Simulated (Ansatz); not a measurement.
**Ba in Ansatz: convergence with k mesh**

Input of the first run (k mesh 2 × 2 × 1); the others differ in this setting and in those tied to it:

input.yaml

```yaml
crystal:
  lattice:
    - [3.59177373, -2.51690423, 0.0]
    - [3.59177373, 2.51690423, 0.0]
    - [0.0, 0.0, 7.19004518]
  atoms:
    - { symbol: Ba, position: [0.25322603, 0.74677397, 0.75] }
    - { symbol: Ba, position: [0.74677397, 0.25322603, 0.25] }
hamiltonian:
  xc: pbe
  pseudopotentials: { kind: nc }
kpoints:
  mp_grid: { grid: [2, 2, 1] }
scf:
  occupations: { method: fermi_dirac, width: 0.05 }
output:
  forces: true
  stress: true
  eigenvalues: true
```

Potentials or basis: Ansatz NC.

Run with:

```console
$ ansatz run input.yaml --threads 2 --pin off --max-ram 5632MiB --backend cpu --events-out ev --progress --plain --runs-dir out
```

Hardware: 2 threads of Arm Neoverse V2 (shared host).

**Question.** The values tried are 2 × 2 × 1, 3 × 3 × 2, 4 × 4 × 2, 5 × 5 × 3, 6 × 6 × 4, 7 × 7 × 4, 9 × 9 × 5, 11 × 11 × 6, loosest first. From which on does the largest force stay within 0.005 eV/Å of the tightest run that finished?

**Answer.** From 3 × 3 × 2 on.

```tsv
k mesh	energy less the tightest run, at zero smearing (meV/atom)	pressure (GPa)	largest force (eV/Å)	SCF cycles	CPU time (s)	peak memory (GiB)
2 × 2 × 1	-180.91	-2.17	0.008	8	1.1	0.33
3 × 3 × 2	65.82	-0.33	0.017	7	2	0.36
4 × 4 × 2	2.72	-0.11	0.025	6	3.3	0.38
5 × 5 × 3	-3.21	-0.28	0.021	7	4.2	0.38
6 × 6 × 4	1.57	-0.18	0.022	7	8.5	0.44
7 × 7 × 4	1.98	-0.19	0.022	7	10	0.46
9 × 9 × 5	0.61	-0.21	0.021	7	16	0.52
11 × 11 × 6	0.00	-0.23	0.022	7	30	0.68
```

Against the tightest run, the energy stays within 1 meV/atom from 9 × 9 × 5 on; the pressure stays within 0.1 GPa from 5 × 5 × 3 on. Meshes of other sizes hit other points, so gaps and Fermi surfaces needn't settle smoothly. The tightest run that finished is the yardstick and may itself not be fully converged.

The run has no spin-orbit coupling, so splittings on Ba are missing.
